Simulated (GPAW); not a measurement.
# Screening of a field by Zr2N(OH)2 MXene monolayer

Wanted: the out-of-plane polarisability of Zr2N(OH)2 MXene monolayer.

Calculated with GPAW 26.7.0; GPAW, PAW setups; layer in a repeated cell with vacuum, relaxation of atoms and in-plane cell, in the first sound run; inputs show where later runs differ.

### 1. The starting structure

The cell holds 7 atoms: 2 H, 2 O, 2 Zr and 1 N. Its edges and angles: a = 3.217 Å, b = 3.217 Å, c = 20.985 Å, α = 90.0°, β = 90.0°, γ = 120.0°. Vacuum lies along c.

### 2. Relaxation

The atoms are relaxed first, since the surface dipole, and with it the work function, follows the positions of the outer layers.

Contents of run.py:

```python
import json
import numpy as np
from ase import Atoms
from ase.filters import FrechetCellFilter
from ase.optimize import BFGS
from gpaw import GPAW, PW

slab = Atoms(
    ['H', 'O', 'Zr', 'N', 'Zr', 'O', 'H'],
    positions=[
        [-0.00000, 1.85762, 7.00000],
        [-0.00000, 1.85762, 7.98000],
        [1.60875, 0.92881, 9.22276],
        [0.00000, 0.00000, 10.49230],
        [-0.00000, 1.85762, 11.76184],
        [1.60875, 0.92881, 13.00460],
        [1.60875, 0.92881, 13.98460]],
    cell=[[3.2175, 0.0, 0.0], [-1.60875, 2.78644, 0.0], [0.0, 0.0, 20.9846]],
    pbc=[True, True, True])

slab.calc = GPAW(mode=PW(600), xc='PBE', kpts={'size': (12, 12, 1), 'gamma': True},
                 occupations={'name': 'fermi-dirac', 'width': 0.05}, nbands='160%',
                 convergence={'density': 1e-05}, maxiter=200,
                 symmetry={'tolerance': 1e-3}, txt='slab.txt')
result = {}
# The in-plane cell is free; stress needs a cell that repeats along all three vectors
path = []
opt = BFGS(FrechetCellFilter(slab, mask=[1, 1, 0, 0, 0, 1]), maxstep=0.2)
opt.attach(lambda: path.append((slab.get_potential_energy(), slab.positions.tolist(), slab.get_forces().tolist())))
result['relaxed'] = bool(opt.run(fmax=0.02, steps=45))
result['path'] = path
result['cell'] = slab.cell.tolist()
print('in-plane lattice', slab.cell.cellpar().round(4)[[0, 1, 5]])
energy = slab.get_potential_energy()
fermi = slab.calc.get_fermi_level()
v = slab.calc.get_electrostatic_potential().mean((0, 1)) - fermi
n = slab.calc.get_pseudo_density().mean((0, 1))
L = slab.cell[2, 2]
z = np.arange(len(v)) * L / len(v)
low, high = slab.positions[:, 2].min(), slab.positions[:, 2].max()
below, above = np.interp([low - 4.8, high + 4.8], z, v)
slopes = [np.interp(x, z, np.gradient(v, z)) for x in (low - 4.8, high + 4.8)]
eps = np.array([[slab.calc.get_eigenvalues(k, s) for k in range(len(slab.calc.get_ibz_k_points()))]
                for s in range(slab.calc.get_number_of_spins())]) - fermi
top, bottom = eps[eps < 0].max(), eps[eps > 0].min()
dipole = slab.get_dipole_moment()[2]
print(f'energy {energy:.4f} eV, Fermi level {fermi:.4f} eV, dipole {dipole:.5f} e A')
print(f'potential 4.8 A off the faces, from the Fermi level: lower {below:.4f} eV, upper {above:.4f} eV')
print(f'slope of the potential there: lower {slopes[0]:.5f}, upper {slopes[1]:.5f} eV/A')
print(f'nearest levels on the mesh: {top:.4f} and {bottom:.4f} eV')
print('magnetic moment', round(slab.get_magnetic_moment(), 3))
result.update(energy=energy, fermi=fermi, dipole=dipole, below=below, above=above, slopes=slopes, edges=[top, bottom],
              z=z.tolist(), v=v.tolist(), n=n.tolist(), positions=slab.positions.tolist(),
              forces=slab.get_forces(apply_constraint=False).tolist(), moments=slab.get_magnetic_moments().tolist())
json.dump(result, open('result.json', 'w'))
```

Launch:

```bash
> OMP_NUM_THREADS=1 OPENBLAS_NUM_THREADS=1 python run.py
```

Output:

```text
Step          Energy          fmax
BFGS:    0      -51.203775        2.225536
BFGS:    1      -51.333112        1.037262
BFGS:    2      -51.378620        0.227028
BFGS:    3      -51.382051        0.168164
BFGS:    4      -51.401660        0.289359
BFGS:    5      -51.407079        0.153864
BFGS:    6      -51.408168        0.100031
BFGS:    7      -51.407649        0.097034
BFGS:    8      -51.404366        0.122831
BFGS:    9      -51.397399        0.176534
BFGS:   10      -51.389082        0.138471
BFGS:   11      -51.385814        0.048362
BFGS:   12      -51.386010        0.003561
in-plane lattice [  3.2067   3.2067 120.    ]
energy -51.3785 eV, Fermi level 2.4238 eV, dipole 0.00001 e A
potential 4.8 A off the faces, from the Fermi level: lower 2.3732 eV, upper 2.3732 eV
slope of the potential there: lower -0.00943, upper 0.00943 eV/A
nearest levels on the mesh: -0.0753 and 0.0187 eV
magnetic moment 0.0
```

Wall time 9.2 min (1 thread of Intel Xeon 6975P-C (Granite Rapids), shared host); peak memory 0.46 GiB.

This step gave:

| Property | Result |
| --- | --- |
| dipole along the normal | 5.84e-6 e·Å |
| levels nearest the Fermi level on the mesh | -0.07531, 0.01874 eV from the Fermi level |

The electrostatic potential energy of an electron (without an applied field's), less the Fermi level, planar mean by z:

z (Å), electrostatic potential energy of an electron (without an applied field's), less the Fermi level, planar mean (eV) and a bar from the least value:
```
      0.0        2.4 ##############################
      0.5        2.4 ##############################
      1.0        2.4 ##############################
      1.5        2.4 ##############################
      2.0        2.4 ##############################
      2.5        2.4 ##############################
      3.0        2.4 ##############################
      3.5        2.3 ##############################
      4.0        2.3 ##############################
      4.5        2.2 ##############################
      5.0        2.0 ##############################
      5.5        1.7 #############################
      6.0        1.2 #############################
      6.5        0.1 ###########################
      7.0       -1.3 #########################
      7.5       -2.7 #######################
      8.0       -9.9 ##############
      8.5       -7.8 #################
      9.0      -20.4 #
      9.5      -20.6 
     10.0       -9.3 ###############
     10.5      -13.8 #########
     11.0       -9.4 ###############
     11.5      -20.9 
     12.0      -20.0 #
     12.5       -7.6 #################
     13.0      -10.1 ##############
     13.5       -2.5 ########################
     14.0       -1.3 #########################
     14.5        0.2 ###########################
     15.0        1.2 #############################
     15.5        1.7 #############################
     16.0        2.0 ##############################
     16.5        2.2 ##############################
     17.0        2.3 ##############################
     17.5        2.3 ##############################
     18.0        2.4 ##############################
     18.5        2.4 ##############################
     19.0        2.4 ##############################
     19.5        2.4 ##############################
     20.0        2.4 ##############################
     20.5        2.4 ##############################
```

The pseudo valence density, planar mean oscillates, so the rows of the table below give means over windows of 1.31 Å about each position, cut where the curve ends. Its maxima inside the range that stand out by 2 % of the span (Å: e/Å³): 7.9: 0.849, 9.3: 1.22, 10.5: 0.717, 11.7: 1.22, 13.1: 0.849. Its minima: 8.6: 0.444, 10.0: 0.582, 11.0: 0.582, 12.4: 0.444.

The pseudo valence density, planar mean by z; means over each step:

```
z (Å)  pseudo valence density, planar mean (e/Å³)
 1.97                                      6.9e-5
 3.28                                      4.2e-4
 4.58                                     0.00192
 5.90                                      0.0144
 7.21                                       0.323
 8.52                                       0.695
 9.82                                       0.801
11.13                                       0.793
12.45                                       0.702
13.76                                       0.337
15.06                                      0.0153
16.38                                     0.00198
17.69                                      4.3e-4
19.00                                      7.2e-5
```

The relaxation lowered the energy of the cell by 0.183 eV (energies extrapolated to zero smearing; the optimiser's log prints free energies). The largest force left on a free atom is 0.0036 eV/Å.

### 3. Plane waves, PBE

With the geometry fixed, the planar mean of the potential gives the vacuum level on each side.

This step: GPAW, PAW setups; slab in vacuum (GPAW 26.7.0).

The cell differs from the one that the last finished run ended in (c 20.985 → 21.158 Å).

Contents of run.py:

```python
import json
import numpy as np
from ase import Atoms
from gpaw import GPAW, PW

slab = Atoms(
    ['H', 'O', 'Zr', 'N', 'Zr', 'O', 'H'],
    positions=[
        [0.00000, 1.85140, 7.00000],
        [0.00000, 1.85140, 7.97924],
        [1.60336, 0.92570, 9.34451],
        [0.00000, -0.00000, 10.57893],
        [0.00000, 1.85140, 11.81334],
        [1.60336, 0.92570, 13.17861],
        [1.60336, 0.92570, 14.15786]],
    cell=[[3.20672, 0.0, 0.0], [-1.60336, 2.7771, 0.0], [0.0, 0.0, 21.1579]],
    pbc=[True, True, False])

slab.calc = GPAW(mode=PW(500), xc='PBE', kpts={'size': (12, 12, 1), 'gamma': True},
                 occupations={'name': 'fermi-dirac', 'width': 0.05}, nbands='160%',
                 convergence={'density': 1e-05}, maxiter=200,
                 poissonsolver={'dipolelayer': 'xy'},
                 symmetry={'tolerance': 1e-3}, txt='slab.txt')
result = {}
energy = slab.get_potential_energy()
fermi = slab.calc.get_fermi_level()
v = slab.calc.get_electrostatic_potential().mean((0, 1)) - fermi
n = slab.calc.get_pseudo_density().mean((0, 1))
L = slab.cell[2, 2]
z = np.arange(len(v)) * L / len(v)
low, high = slab.positions[:, 2].min(), slab.positions[:, 2].max()
below, above = np.interp([low - 4.8, high + 4.8], z, v)
slopes = [np.interp(x, z, np.gradient(v, z)) for x in (low - 4.8, high + 4.8)]
eps = np.array([[slab.calc.get_eigenvalues(k, s) for k in range(len(slab.calc.get_ibz_k_points()))]
                for s in range(slab.calc.get_number_of_spins())]) - fermi
top, bottom = eps[eps < 0].max(), eps[eps > 0].min()
dipole = slab.get_dipole_moment()[2]
print(f'energy {energy:.4f} eV, Fermi level {fermi:.4f} eV, dipole {dipole:.5f} e A')
print(f'potential 4.8 A off the faces, from the Fermi level: lower {below:.4f} eV, upper {above:.4f} eV')
print(f'slope of the potential there: lower {slopes[0]:.5f}, upper {slopes[1]:.5f} eV/A')
print(f'nearest levels on the mesh: {top:.4f} and {bottom:.4f} eV')
print('magnetic moment', round(slab.get_magnetic_moment(), 3))
result.update(energy=energy, fermi=fermi, dipole=dipole, below=below, above=above, slopes=slopes, edges=[top, bottom],
              z=z.tolist(), v=v.tolist(), n=n.tolist(), positions=slab.positions.tolist(),
              forces=slab.get_forces(apply_constraint=False).tolist(), moments=slab.get_magnetic_moments().tolist())
json.dump(result, open('result.json', 'w'))
```

Output:

```text
energy -50.2224 eV, Fermi level 2.3812 eV, dipole -0.00077 e A
potential 4.8 A off the faces, from the Fermi level: lower 2.3738 eV, upper 2.3898 eV
slope of the potential there: lower -0.00995, upper 0.00995 eV/A
nearest levels on the mesh: -0.0762 and 0.0200 eV
magnetic moment 0.0
```

Run time: 56 s. Hardware: 1 thread; peak memory 0.27 GiB.

This step gave:

* dipole along the normal: -7.71e-4 e·Å
* levels nearest the Fermi level on the mesh: -0.07625, 0.02004 eV from the Fermi level
* upper work function: 2.390 eV
* lower work function: 2.374 eV

The electrostatic potential energy of an electron (without an applied field's), less the Fermi level, planar mean oscillates, so the rows of the table below give means over windows of 1.79 Å about each position, cut where the curve ends. Its maxima inside the range that stand out by 2 % of the span (Å: eV): 7.3: -0.594, 8.4: -6.47, 10.2: -8.99, 11.0: -8.99, 12.8: -6.46, 13.9: -0.579. Its minima: 7.0: -1.46, 8.0: -10.5, 9.4: -24.1, 10.6: -13.9, 11.8: -24.1, 13.1: -10.5, 14.2: -1.45.

The electrostatic potential energy of an electron (without an applied field's), less the Fermi level, planar mean by z; means over each step:

z (Å), electrostatic potential energy of an electron (without an applied field's), less the Fermi level, planar mean (eV) and a bar from the least value:
```
     0.90        2.4 ##############################
     2.69        2.4 ##############################
     4.47        2.2 ##############################
     6.27        0.6 ###########################
     8.05       -6.9 ###############
     9.84      -15.9 
    11.63      -15.7 
    13.43       -4.9 ##################
    15.21        1.2 ############################
    17.00        2.3 ##############################
    18.79        2.4 ##############################
    20.59        2.4 ##############################
```

The pseudo valence density, planar mean oscillates, so the rows of the table below give means over windows of 1.32 Å about each position, cut where the curve ends. Its maxima inside the range that stand out by 2 % of the span (Å: e/Å³): 7.9: 0.835, 9.3: 1.18, 10.6: 0.714, 11.9: 1.18, 13.2: 0.835. Its minima: 8.7: 0.452, 10.0: 0.581, 11.1: 0.581, 12.5: 0.452.

The pseudo valence density, planar mean by z; means over each step:

```
z (Å)  pseudo valence density, planar mean (e/Å³)
 1.98                                      6.3e-5
 3.30                                      3.8e-4
 4.62                                     0.00182
 5.94                                      0.0128
 7.26                                       0.307
 8.58                                       0.691
 9.90                                       0.806
11.22                                       0.795
12.54                                       0.700
13.86                                       0.328
15.18                                      0.0142
16.50                                     0.00190
17.82                                      4.1e-4
19.14                                      6.7e-5
```

Force by atom:

```
atom  x (eV/Å)  y (eV/Å)  z (eV/Å)    size
  H1    0.0000    0.0000   -0.0964  0.0964
  O2    0.0000    0.0000    0.0577  0.0577
 Zr3    0.0000    0.0000   -0.0133  0.0133
  N4    0.0000    0.0000    0.0000  0.0000
 Zr5    0.0000    0.0000    0.0133  0.0133
  O6    0.0000    0.0000   -0.0577  0.0577
  H7    0.0000    0.0000    0.0964  0.0964
```

The potential is flat to 0.010 eV/Å where it is read, so the vacuum is wide enough.

### 4. Field on

A uniform field along the normal polarises the slab; the atoms stay fixed, so this is the electronic response alone.

Changes to run.py since step 3:

```diff
@@ -4,2 +4,3 @@
 from gpaw import GPAW, PW
+from gpaw.external import ConstantElectricField
 
@@ -22,2 +23,3 @@
                  poissonsolver={'dipolelayer': 'xy'},
+                 external=ConstantElectricField(-0.2, [0, 0, 1]),
                  symmetry={'tolerance': 1e-3}, txt='slab.txt')
```

Output:

```text
energy -50.2352 eV, Fermi level 2.3697 eV, dipole -0.12755 e A
potential 4.8 A off the faces, from the Fermi level: lower 1.1211 eV, upper 3.7041 eV
slope of the potential there: lower -0.00566, upper 0.01958 eV/A
nearest levels on the mesh: -0.0771 and 0.0274 eV
magnetic moment 0.0
```

Elapsed: 3.6 min, on 1 thread; peak memory 0.59 GiB.

This step gave:

| Quantity | Value |
| --- | --- |
| dipole along the normal | -0.1275 e·Å |
| levels nearest the Fermi level on the mesh | -0.07709, 0.02740 eV from the Fermi level |
| potential below the slab, the applied field's own ramp left out | 1.121 eV from the Fermi level |
| potential above the slab, the applied field's own ramp left out | 3.704 eV from the Fermi level |

Electrostatic potential energy of an electron (without an applied field's), less the Fermi level, planar mean against z:

```
z (Å)  electrostatic potential energy of an electron (without an applied field's), less the Fermi level, planar mean (eV)
  0.0                                                                                                                2.42
  0.5                                                                                                                1.12
  1.0                                                                                                                1.12
  1.5                                                                                                                1.12
  2.0                                                                                                                1.12
  2.5                                                                                                                1.12
  3.0                                                                                                                1.11
  3.5                                                                                                                1.10
  4.0                                                                                                                1.07
  4.5                                                                                                                1.02
  5.0                                                                                                               0.913
  5.5                                                                                                               0.711
  6.0                                                                                                               0.330
  6.5                                                                                                              -0.494
  7.0                                                                                                               -2.21
  7.5                                                                                                               -2.22
  8.0                                                                                                               -10.9
  8.5                                                                                                               -7.25
  9.0                                                                                                               -18.3
  9.5                                                                                                               -22.7
 10.0                                                                                                               -10.4
 10.5                                                                                                               -13.3
 11.0                                                                                                               -8.95
 11.5                                                                                                               -18.5
 12.0                                                                                                               -21.8
 12.5                                                                                                               -8.63
 13.0                                                                                                               -8.50
 13.5                                                                                                               -3.40
 14.0                                                                                                              -0.219
 14.5                                                                                                               0.716
 15.0                                                                                                                2.08
 15.5                                                                                                                2.76
 16.0                                                                                                                3.16
 16.5                                                                                                                3.40
 17.0                                                                                                                3.54
 17.5                                                                                                                3.62
 18.0                                                                                                                3.67
 18.5                                                                                                                3.69
 19.0                                                                                                                3.70
 19.5                                                                                                                3.71
 20.0                                                                                                                3.71
 20.5                                                                                                                3.72
 21.0                                                                                                                3.01
```

Force by atom:

```
atom  x (eV/Å)  y (eV/Å)  z (eV/Å)   size
  H1     0.000     0.000    -0.080  0.080
  O2     0.000     0.000     0.010  0.010
 Zr3     0.000     0.000     0.013  0.013
  N4     0.000     0.000     0.013  0.013
 Zr5     0.000     0.000     0.033  0.033
  O6     0.000     0.000    -0.095  0.095
  H7     0.000     0.000     0.108  0.108
```

The dipole is now -0.128 e Å, against -7.7e-4 in the run without a field.

(Continued in part 2 of 2.)

[Logs are printed without paths, hosts, clocks, repeated set-up lines and the standing remarks that a program may print on its own settings, such as how far it seeks lower states.]

[Hosts, paths, dates, database ids (printed as entryN), source tags and the programs' standing remarks are cut or masked in the printed files.]
